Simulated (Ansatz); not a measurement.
Born–Oppenheimer molecular dynamics of a periodic cell of 16 atoms, TaN (start crystal TaN, start structure P-6m2, volume 1.1 times the crystal's). It starts from a structure without forces on its atoms.

The calculation used DFT PBE, scalar-relativistic, plane waves, PAW (Ansatz). Settings: PAW set soft_1, cutoff 420 eV, k mesh 2x2x2, fermi-dirac smearing 0.17 eV, no spin polarisation.

* ensemble: NVT, Langevin thermostat
* time step: 1.5 fs
* steps asked: 430
* set temperature: 300 K
* friction: 0.02 /fs
* temperature schedule: 430 steps to 2000 K
* seed: 162891

Frames 15 fs apart, positions in Å, forces in eV/Å.

Velocities at 465.0 fs (Å/ps):

```
Ta -2.82 -0.96 1.52
N 3.42 -10.82 -6.33
Ta -0.06 -1.27 2.14
N -8.43 6.29 -1.04
Ta -0.07 -2.08 1.83
N 13.83 -2.24 0.14
Ta 0.86 1.35 -0.74
N 15.89 1.05 -1.82
Ta 0.02 2.52 2.74
N -12.35 23.71 4.61
Ta -1.10 2.07 4.29
N 3.12 -3.30 -7.62
Ta 0.01 -0.62 -3.29
N -3.56 14.66 0.57
Ta -0.88 -1.50 0.27
N -1.98 -4.61 1.46
```

```xyz
16
Lattice="-3.0348 -5.2565 0.0000 4.5523 -2.6283 0.0000 0.0000 0.0000 5.9669" Properties=species:S:1:pos:R:3:forces:R:3 time_fs=465.0 energy_less_start_eV=2.392 T=997
Ta -0.146 -5.522 1.640 1.49 0.53 0.79
N 1.521 -4.587 0.116 -0.10 -1.03 1.27
Ta 0.001 -5.485 4.751 -0.79 -0.39 -3.16
N 1.499 -4.591 3.045 -0.68 -0.07 1.24
Ta -1.604 -2.872 1.704 0.27 -0.23 -1.03
N 0.007 -2.080 0.460 -1.12 0.78 -2.69
Ta -1.490 -2.854 4.557 -2.44 -0.82 3.02
N -0.109 -2.144 3.266 1.44 1.74 -1.66
Ta 1.470 -2.844 1.663 0.51 -1.12 2.29
N 3.008 -1.965 0.064 -0.12 -0.48 1.56
Ta 1.363 -2.971 4.806 1.97 2.39 -3.27
N 3.043 -1.895 3.091 -0.75 -0.70 0.51
Ta -0.109 -0.285 1.694 0.66 1.17 -0.08
N -1.451 -4.588 0.009 -1.48 -0.06 1.55
Ta -0.070 -0.151 4.622 0.40 -0.72 0.24
N -1.675 -4.538 3.183 0.75 -0.99 -0.57
16
Lattice="-3.0348 -5.2565 0.0000 4.5523 -2.6283 0.0000 0.0000 0.0000 5.9669" Properties=species:S:1:pos:R:3:forces:R:3 time_fs=480.0 energy_less_start_eV=2.723 T=1428
Ta -0.180 -5.532 1.658 1.94 2.73 1.91
N 1.498 -4.650 0.152 -0.27 0.35 0.46
Ta -0.015 -5.503 4.746 -1.37 1.22 -2.35
N 1.365 -4.528 3.073 0.80 -1.29 1.17
Ta -1.603 -2.910 1.695 -0.14 0.98 -0.66
N 0.093 -2.050 0.227 -2.48 1.37 0.49
Ta -1.511 -2.820 4.575 -1.41 -0.56 1.29
N 0.103 -2.075 3.193 -1.99 1.03 0.16
Ta 1.485 -2.799 1.728 -0.43 -1.80 0.41
N 2.886 -1.749 0.308 0.68 -3.31 -1.84
Ta 1.347 -2.921 4.859 2.41 0.72 -3.85
N 3.033 -1.945 2.995 -0.38 -0.13 1.85
Ta -0.128 -0.281 1.654 0.97 1.29 0.40
N -1.582 -4.424 0.065 -0.18 -1.82 0.97
Ta -0.112 -0.155 4.641 1.36 -0.35 0.11
N -1.669 -4.572 3.190 0.48 -0.44 -0.54
16
Lattice="-3.0348 -5.2565 0.0000 4.5523 -2.6283 0.0000 0.0000 0.0000 5.9669" Properties=species:S:1:pos:R:3:forces:R:3 time_fs=495.0 energy_less_start_eV=2.191 T=1530
Ta -0.205 -5.499 1.710 2.35 0.92 -0.74
N 1.511 -4.614 0.265 -1.26 0.20 -0.58
Ta -0.049 -5.511 4.703 -1.10 1.11 -0.05
N 1.381 -4.723 3.233 0.56 1.10 -0.15
Ta -1.604 -2.907 1.675 -0.72 1.65 -0.22
N -0.147 -1.842 0.063 0.03 -0.81 1.25
Ta -1.559 -2.787 4.612 -1.28 -0.81 0.82
N 0.001 -1.881 3.124 -1.31 -0.72 1.00
Ta 1.498 -2.756 1.816 -2.01 -2.51 -0.84
N 2.858 -2.047 0.304 0.38 1.21 -0.97
Ta 1.347 -2.881 4.888 1.04 0.60 -3.10
N 2.863 -1.875 3.117 1.13 -0.93 1.45
Ta -0.167 -0.265 1.660 1.08 1.58 0.32
N -1.737 -4.428 0.140 0.94 -1.80 0.15
Ta -0.170 -0.153 4.647 1.21 -0.52 -0.03
N -1.560 -4.559 3.011 -1.05 -0.27 1.69
16
Lattice="-3.0348 -5.2565 0.0000 4.5523 -2.6283 0.0000 0.0000 0.0000 5.9669" Properties=species:S:1:pos:R:3:forces:R:3 time_fs=510.0 energy_less_start_eV=3.392 T=1294
Ta -0.210 -5.428 1.745 1.23 0.15 -0.46
N 1.351 -4.692 0.303 -0.22 0.58 -0.41
Ta -0.091 -5.506 4.649 -1.27 1.40 2.51
N 1.469 -4.752 3.373 -1.15 2.07 -1.79
Ta -1.626 -2.868 1.665 -0.83 1.53 0.64
N -0.436 -1.708 0.130 2.50 -2.12 0.22
Ta -1.577 -2.766 4.636 -1.27 -1.22 1.51
N -0.228 -1.755 3.136 0.55 -1.50 0.54
Ta 1.486 -2.764 1.864 -1.64 -1.13 -1.20
N 2.757 -2.257 0.100 1.71 3.56 2.52
Ta 1.338 -2.888 4.867 -0.84 0.28 -2.87
N 2.765 -1.886 3.395 0.49 -1.06 -1.69
Ta -0.186 -0.215 1.656 0.31 0.62 0.23
N -1.615 -4.486 0.253 -0.27 -1.11 -0.69
Ta -0.199 -0.118 4.642 0.74 -1.15 0.59
N -1.615 -4.481 3.158 -0.06 -0.89 0.33
16
Lattice="-3.0348 -5.2565 0.0000 4.5523 -2.6283 0.0000 0.0000 0.0000 5.9669" Properties=species:S:1:pos:R:3:forces:R:3 time_fs=525.0 energy_less_start_eV=2.665 T=1468
Ta -0.182 -5.369 1.740 0.16 -0.47 -0.08
N 1.212 -4.622 0.217 1.83 0.46 0.56
Ta -0.089 -5.484 4.646 -1.92 1.35 2.09
N 1.278 -4.465 3.220 0.67 -0.99 0.26
Ta -1.635 -2.816 1.641 -0.92 0.76 1.59
N -0.381 -1.805 0.173 2.08 -0.55 0.27
Ta -1.536 -2.785 4.671 -3.30 -0.42 0.25
N -0.298 -1.818 3.225 1.18 -0.57 -0.56
Ta 1.453 -2.804 1.892 -1.98 0.39 -2.09
N 2.870 -2.041 0.198 -0.63 1.19 0.57
Ta 1.300 -2.896 4.836 0.62 1.71 -1.03
N 2.780 -1.969 3.451 0.07 0.24 -2.40
Ta -0.241 -0.136 1.617 1.60 -0.91 2.02
N -1.529 -4.532 0.295 -1.48 -0.07 -0.85
Ta -0.229 -0.088 4.650 1.49 -2.03 1.20
N -1.696 -4.531 3.365 0.54 -0.10 -1.81
16
Lattice="-3.0348 -5.2565 0.0000 4.5523 -2.6283 0.0000 0.0000 0.0000 5.9669" Properties=species:S:1:pos:R:3:forces:R:3 time_fs=540.0 energy_less_start_eV=3.327 T=1056
Ta -0.139 -5.389 1.748 -2.04 -0.58 -1.73
N 1.331 -4.491 0.159 0.75 -0.95 0.85
Ta -0.092 -5.431 4.668 -0.94 0.11 1.02
N 1.070 -4.377 2.964 2.95 -2.49 4.18
Ta -1.664 -2.788 1.624 -0.14 0.32 1.45
N -0.137 -1.928 0.356 0.16 0.10 -1.45
Ta -1.515 -2.801 4.639 -1.66 -0.36 1.40
N -0.234 -1.909 3.149 0.45 0.32 0.53
Ta 1.446 -2.833 1.875 -3.14 3.18 -4.53
N 2.871 -1.847 0.356 -0.13 -0.50 -1.87
Ta 1.304 -2.879 4.796 0.74 1.93 -1.23
N 2.806 -1.966 3.139 1.18 1.06 1.46
Ta -0.280 -0.061 1.619 2.98 -2.19 2.11
N -1.600 -4.583 0.313 -0.63 0.49 -1.16
Ta -0.207 -0.107 4.679 1.36 -0.98 0.07
N -1.525 -4.567 3.330 -1.88 0.52 -1.12
16
Lattice="-3.0348 -5.2565 0.0000 4.5523 -2.6283 0.0000 0.0000 0.0000 5.9669" Properties=species:S:1:pos:R:3:forces:R:3 time_fs=555.0 energy_less_start_eV=2.364 T=1584
Ta -0.130 -5.423 1.782 -1.06 1.53 -0.79
N 1.476 -4.450 0.288 -0.88 -0.65 -0.68
Ta -0.065 -5.433 4.707 -1.42 0.37 0.41
N 1.292 -4.525 3.217 1.54 -0.24 0.16
Ta -1.639 -2.753 1.625 0.28 -0.59 1.42
N -0.034 -1.873 0.416 -1.17 -0.42 -2.05
Ta -1.517 -2.797 4.606 -2.28 -0.27 1.46
N -0.162 -1.930 3.144 0.34 0.09 0.72
Ta 1.443 -2.857 1.803 -2.12 2.33 -1.15
N 2.759 -1.688 0.347 1.12 -2.16 -1.02
Ta 1.323 -2.821 4.733 1.03 0.99 0.31
N 2.961 -1.859 3.181 -0.68 -0.47 0.74
Ta -0.274 -0.039 1.651 2.77 -1.93 1.78
N -1.892 -4.525 0.261 2.24 0.71 -0.57
Ta -0.177 -0.113 4.717 1.22 -0.43 -0.75
N -1.581 -4.649 3.249 -0.94 1.13 0.01
16
Lattice="-3.0348 -5.2565 0.0000 4.5523 -2.6283 0.0000 0.0000 0.0000 5.9669" Properties=species:S:1:pos:R:3:forces:R:3 time_fs=570.0 energy_less_start_eV=2.769 T=1609
Ta -0.163 -5.426 1.804 -0.23 1.15 -1.77
N 1.424 -4.485 0.297 -0.40 -0.41 -0.76
Ta -0.053 -5.419 4.762 -1.30 0.93 -1.13
N 1.604 -4.611 3.465 -2.55 1.67 -3.23
Ta -1.567 -2.683 1.637 -0.81 -1.37 0.92
N -0.119 -1.752 0.223 -0.42 -1.40 -0.09
Ta -1.548 -2.783 4.592 0.34 -0.66 2.80
N 0.049 -1.809 3.304 -1.56 -1.09 -1.20
Ta 1.436 -2.876 1.690 -0.75 2.97 0.93
N 2.766 -1.734 0.188 1.07 -1.52 1.05
Ta 1.366 -2.770 4.698 1.33 0.15 0.44
N 2.971 -1.796 3.116 -0.51 -1.17 1.34
Ta -0.215 -0.006 1.661 2.27 -1.32 0.76
N -1.826 -4.485 0.035 1.83 0.54 2.00
Ta -0.151 -0.137 4.729 0.32 0.56 -1.98
N -1.745 -4.604 3.180 1.38 0.98 -0.09
16
Lattice="-3.0348 -5.2565 0.0000 4.5523 -2.6283 0.0000 0.0000 0.0000 5.9669" Properties=species:S:1:pos:R:3:forces:R:3 time_fs=585.0 energy_less_start_eV=2.827 T=1967
Ta -0.193 -5.416 1.817 1.38 1.57 -2.70
N 1.213 -4.568 0.223 2.38 0.95 0.64
Ta -0.046 -5.406 4.793 -0.49 -0.19 -2.61
N 1.454 -4.447 3.396 -0.24 -0.31 -1.98
Ta -1.487 -2.592 1.658 -1.70 -1.85 0.60
N -0.152 -1.732 0.161 0.46 -1.56 0.40
Ta -1.562 -2.776 4.594 -0.40 0.61 1.65
N -0.042 -1.792 3.415 -0.53 -0.94 -2.71
Ta 1.397 -2.854 1.581 0.57 1.87 2.13
N 2.948 -1.992 0.144 -0.45 1.17 0.62
Ta 1.410 -2.753 4.673 0.26 -0.01 0.28
N 3.048 -1.754 3.076 -0.84 -1.50 1.82
Ta -0.107 0.036 1.693 0.76 -1.91 -0.73
N -1.495 -4.506 0.030 -1.83 0.33 1.82
Ta -0.095 -0.129 4.688 0.80 0.94 -0.34
N -1.599 -4.507 3.087 -0.11 0.83 1.11
16
Lattice="-3.0348 -5.2565 0.0000 4.5523 -2.6283 0.0000 0.0000 0.0000 5.9669" Properties=species:S:1:pos:R:3:forces:R:3 time_fs=600.0 energy_less_start_eV=2.525 T=1462
Ta -0.189 -5.364 1.798 2.50 0.63 -1.75
N 1.362 -4.416 0.257 0.80 -0.85 -1.02
Ta -0.026 -5.394 4.774 -0.01 0.33 -1.57
N 1.270 -4.206 3.168 1.19 -3.02 0.03
Ta -1.425 -2.530 1.634 -3.64 -2.39 -0.18
N -0.089 -1.839 0.127 0.49 -0.14 -0.34
Ta -1.576 -2.757 4.588 0.08 0.72 1.12
N -0.122 -1.932 3.149 0.85 1.81 0.51
Ta 1.343 -2.790 1.568 2.09 1.88 2.18
N 3.082 -1.925 0.217 -1.01 0.88 -0.37
Ta 1.442 -2.751 4.648 0.03 0.62 0.05
N 3.015 -1.876 3.207 -0.33 0.69 0.22
Ta -0.023 0.042 1.721 -0.64 -1.05 -0.90
N -1.462 -4.497 0.139 -1.31 0.27 0.38
Ta -0.046 -0.129 4.656 -0.01 0.54 0.23
N -1.526 -4.299 3.024 -1.09 -0.92 1.42
16
Lattice="-3.0348 -5.2565 0.0000 4.5523 -2.6283 0.0000 0.0000 0.0000 5.9669" Properties=species:S:1:pos:R:3:forces:R:3 time_fs=615.0 energy_less_start_eV=2.931 T=1417
Ta -0.160 -5.314 1.778 1.28 -0.28 -2.06
N 1.643 -4.332 0.184 -1.19 -0.66 -0.93
Ta -0.009 -5.361 4.726 -0.27 -0.01 -0.20
N 1.338 -4.454 2.979 1.07 0.51 2.22
Ta -1.395 -2.516 1.627 -5.85 -2.76 -1.95
N 0.015 -1.917 0.061 -0.52 0.94 0.03
Ta -1.603 -2.756 4.587 0.68 1.07 1.02
N -0.159 -1.805 2.972 1.99 0.86 3.04
Ta 1.282 -2.720 1.632 4.56 0.33 -0.45
N 3.085 -1.695 0.281 -0.34 -0.79 -0.58
Ta 1.458 -2.734 4.590 0.48 -0.28 0.88
N 3.065 -1.961 3.312 -1.15 1.75 -0.98
Ta 0.032 0.032 1.726 -2.05 0.09 -1.38
N -1.564 -4.398 0.211 0.30 -0.41 -0.46
Ta -0.039 -0.095 4.657 0.14 0.46 0.88
N -1.675 -4.306 3.069 0.88 -0.81 0.92
16
Lattice="-3.0348 -5.2565 0.0000 4.5523 -2.6283 0.0000 0.0000 0.0000 5.9669" Properties=species:S:1:pos:R:3:forces:R:3 time_fs=630.0 energy_less_start_eV=3.289 T=1624
Ta -0.117 -5.235 1.774 1.04 -1.81 -2.13
N 1.743 -4.379 0.044 -2.36 0.07 0.54
Ta 0.002 -5.332 4.666 -0.36 -0.48 0.84
N 1.566 -4.732 3.004 -1.15 2.84 1.73
Ta -1.430 -2.554 1.592 -2.67 -1.26 -0.14
N 0.054 -1.921 0.169 -0.56 1.56 -0.81
Ta -1.632 -2.787 4.607 2.08 1.47 0.17
N -0.006 -1.636 3.035 -0.43 -1.64 1.36
Ta 1.286 -2.655 1.708 5.28 -0.12 -2.00
N 2.940 -1.688 0.295 0.78 -0.42 -0.67
Ta 1.497 -2.724 4.532 0.22 0.30 2.98
N 2.978 -1.837 3.256 0.20 0.45 -0.58
Ta 0.043 0.049 1.769 -2.30 0.21 -2.75
N -1.498 -4.348 0.174 -0.42 -0.90 0.28
Ta -0.017 -0.071 4.649 -0.63 -0.02 1.37
N -1.639 -4.445 3.223 1.28 -0.26 -0.19
```

Of the whole run (645 fs, mean temperature of the second half 1423 K): The schedule's set-point averaged 1575 K over the second half and the system 1423 K. A run of 0.65 ps of so small a system gives no equilibrium averages. Limits of this set-up: coarse k mesh.

The run took 29 min on 1 thread of AMD EPYC 7R13 Processor (Zen 3) (shared host), peak memory 0.72 GiB.
